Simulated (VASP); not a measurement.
These are PBEsol GGA, VASP's PBE PAW potentials (set 64) (plane waves; VASP) values and carry that method's errors.

The input files of a VASP run:

INCAR:
```
IBRION = 2
EDIFF = 1E-6
GGA = PS   ! PBEsol
LASPH = T   ! aspherical one-centre terms
ISIF = 3   ! ions, shape and volume
ENCUT = 500   ! plane-wave cut-off (eV)
SYSTEM = CsI
LREAL = F   ! projection in real space or not
ALGO = Normal
LWAVE = F
PREC = Accurate
PSTRESS = 200   ! kbar
ISMEAR = 0   ! Gaussian
NELM = 100   ! most electronic steps
NSW = 40   ! most ionic steps
LCHARG = F
LMAXMIX = 4
EDIFFG = -0.02   ! ionic stop
SIGMA = 0.05   ! width (eV)
```

File POSCAR:
```
CsI
1.0
  4.0436988953   0.0000000000   0.0000000000
  0.0000000000   4.0436988953   0.0000000000
  0.0000000000   0.0000000000   4.0436988953
Cs I
1 1
Cart
  0.0000000000   0.0000000000   0.0000000000
  2.0218494477   2.0218494477   2.0218494477
```

KPOINTS:
```
kpoints
0
gamma
 7 7 7
```

POTCAR, in this order: Cs_sv I (PBE.64 set). Program: vasp_std.

What VASP printed:

OSZICAR:
```
       N       E                     dE             d eps       ncg     rms          rms(c)
DAV:   1     0.875972277601E+02    0.87597E+02   -0.66474E+03   480   0.112E+03
DAV:   2     0.403145800996E+00   -0.87194E+02   -0.82057E+02   696   0.172E+02
DAV:   3    -0.525909022291E+01   -0.56622E+01   -0.56464E+01   612   0.498E+01
DAV:   4    -0.531621975990E+01   -0.57130E-01   -0.57118E-01   556   0.633E+00
DAV:   5    -0.531689405083E+01   -0.67429E-03   -0.67421E-03   592   0.690E-01    0.234E+00
DAV:   6    -0.521973165636E+01    0.97162E-01   -0.12685E-01   544   0.214E+00    0.160E+00
DAV:   7    -0.519923779613E+01    0.20494E-01   -0.11585E-01   560   0.199E+00    0.571E-01
DAV:   8    -0.519985947236E+01   -0.62168E-03   -0.10103E-02   536   0.707E-01    0.175E-01
DAV:   9    -0.519984826656E+01    0.11206E-04   -0.29484E-04   596   0.143E-01    0.120E-01
DAV:  10    -0.519985843695E+01   -0.10170E-04   -0.35628E-04   556   0.114E-01    0.462E-02
DAV:  11    -0.519985469241E+01    0.37445E-05   -0.61076E-05   528   0.590E-02    0.749E-03
DAV:  12    -0.519985512458E+01   -0.43217E-06   -0.38665E-06   560   0.131E-02
   1 F= 0.30539810E+01 E0= 0.30539810E+01  d E =0.305398E+01
       N       E                     dE             d eps       ncg     rms          rms(c)
DAV:   1    -0.998114032728E+01   -0.47813E+01   -0.15662E+02   508   0.875E+01    0.185E+01
DAV:   2    -0.456729699085E+01    0.54138E+01   -0.61156E+00   496   0.173E+01    0.710E+00
DAV:   3    -0.268440459779E+01    0.18829E+01   -0.45766E+00   480   0.132E+01    0.505E+00
DAV:   4    -0.268465100647E+01   -0.24641E-03   -0.65473E-02   536   0.196E+00    0.245E+00
DAV:   5    -0.266987948011E+01    0.14772E-01   -0.53692E-02   512   0.145E+00    0.677E-01
DAV:   6    -0.266969728672E+01    0.18219E-03   -0.13971E-03   532   0.298E-01    0.259E-01
DAV:   7    -0.266970916242E+01   -0.11876E-04   -0.29919E-04   536   0.118E-01    0.115E-01
DAV:   8    -0.266970873435E+01    0.42808E-06   -0.26456E-05   524   0.421E-02    0.155E-02
DAV:   9    -0.266970693950E+01    0.17948E-05   -0.37571E-06   524   0.143E-02    0.111E-02
DAV:  10    -0.266970718422E+01   -0.24472E-06   -0.88740E-08   300   0.278E-03
   2 F= 0.33521643E+01 E0= 0.33521643E+01  d E =0.298183E+00
       N       E                     dE             d eps       ncg     rms          rms(c)
DAV:   1    -0.682958980203E+01   -0.41599E+01   -0.44887E+01   508   0.400E+01    0.717E+00
DAV:   2    -0.506676250362E+01    0.17628E+01   -0.21910E+00   488   0.100E+01    0.332E+00
DAV:   3    -0.448160160017E+01    0.58516E+00   -0.17703E+00   500   0.814E+00    0.230E+00
DAV:   4    -0.448263325613E+01   -0.10317E-02   -0.19805E-02   548   0.103E+00    0.219E+00
DAV:   5    -0.448120335786E+01    0.14299E-02   -0.36242E-03   544   0.411E-01    0.552E-01
DAV:   6    -0.448033890474E+01    0.86445E-03   -0.10374E-03   524   0.227E-01    0.290E-01
DAV:   7    -0.448007957104E+01    0.25933E-03   -0.34314E-04   512   0.128E-01    0.104E-01
DAV:   8    -0.448004131111E+01    0.38260E-04   -0.69437E-05   588   0.569E-02    0.667E-02
DAV:   9    -0.448002998108E+01    0.11330E-04   -0.11128E-05   520   0.240E-02    0.240E-02
DAV:  10    -0.448002699851E+01    0.29826E-05   -0.90127E-06   552   0.202E-02    0.651E-03
DAV:  11    -0.448002732739E+01   -0.32887E-06   -0.63951E-07   260   0.655E-03
   3 F= 0.27618773E+01 E0= 0.27618773E+01  d E =-.292104E+00
       N       E                     dE             d eps       ncg     rms          rms(c)
DAV:   1    -0.444668480184E+01    0.33342E-01   -0.35238E-02   508   0.117E+00    0.213E-01
DAV:   2    -0.444532713242E+01    0.13577E-02   -0.16468E-03   488   0.272E-01    0.913E-02
DAV:   3    -0.444489050078E+01    0.43663E-03   -0.12839E-03   504   0.217E-01    0.527E-02
DAV:   4    -0.444489229389E+01   -0.17931E-05   -0.17337E-05   532   0.307E-02    0.300E-02
DAV:   5    -0.444489287244E+01   -0.57854E-06   -0.49248E-06   560   0.138E-02
   4 F= 0.27613014E+01 E0= 0.27613014E+01  d E =-.292680E+00
```

**OUTCAR**
```
------------------------ aborting loop because EDIFF is reached ----------------------------------------
  FORCE on cell =-STRESS in cart. coord.  units (eV):
  Direction    XX          YY          ZZ          XY          YZ          ZX
  --------------------------------------------------------------------------------------
  Total        7.1778468      7.1778468      7.1778468     -0.0000000     -0.0000000     -0.0000000
  in kB      199.2132463    199.2132463    199.2132463     -0.0000000     -0.0000000     -0.0000000
  external PRESSURE =      -0.7867537 kB  Pullay stress =     200.0000000 kB
  volume of cell :       57.73
      direct lattice vectors                 reciprocal lattice vectors
     3.864816257  0.000000000  0.000000000     0.258744513  0.000000000  0.000000000
     0.000000000  3.864816257 -0.000000000    -0.000000000  0.258744513  0.000000000
    -0.000000000 -0.000000000  3.864816257    -0.000000000  0.000000000  0.258744513
 POSITION                                       TOTAL-FORCE (eV/Angst)
 -----------------------------------------------------------------------------------
      0.00000      0.00000      0.00000         0.000000      0.000000      0.000000
      1.93241      1.93241      1.93241        -0.000000     -0.000000      0.000000
 -----------------------------------------------------------------------------------
    total drift:                                0.000000     -0.000000     -0.000000
  FREE ENERGIE OF THE ION-ELECTRON SYSTEM (eV)
  ---------------------------------------------------
  free  energy   TOTEN  =        -4.4448928724 eV

  energy  without entropy=       -4.4448928724  energy(sigma->0) =       -4.44489287
  enthalpy is  TOTEN    =         2.7613014165 eV   P V=        7.2061942889

 reached required accuracy - stopping structural energy minimisation
```
(Selected blocks of OUTCAR.)

### CONTCAR
```
CsI
   1.00000000000000
     3.8648162568364968    0.0000000000000000    0.0000000000000000
     0.0000000000000000    3.8648162568364968   -0.0000000000000000
    -0.0000000000000000   -0.0000000000000000    3.8648162568364968
  Cs              I
     1     1
Direct
     0.0000000000000000    0.0000000000000000    0.0000000000000000
     0.5000000000000000    0.5000000000000000    0.5000000000000000
```

Energy and stress use the plane-wave basis of the starting cell.

The compound is CsI in the CsCl type structure. This run relaxes it under an external pressure of 20 GPa. Symmetry was kept, so distortions that lower it aren't found.
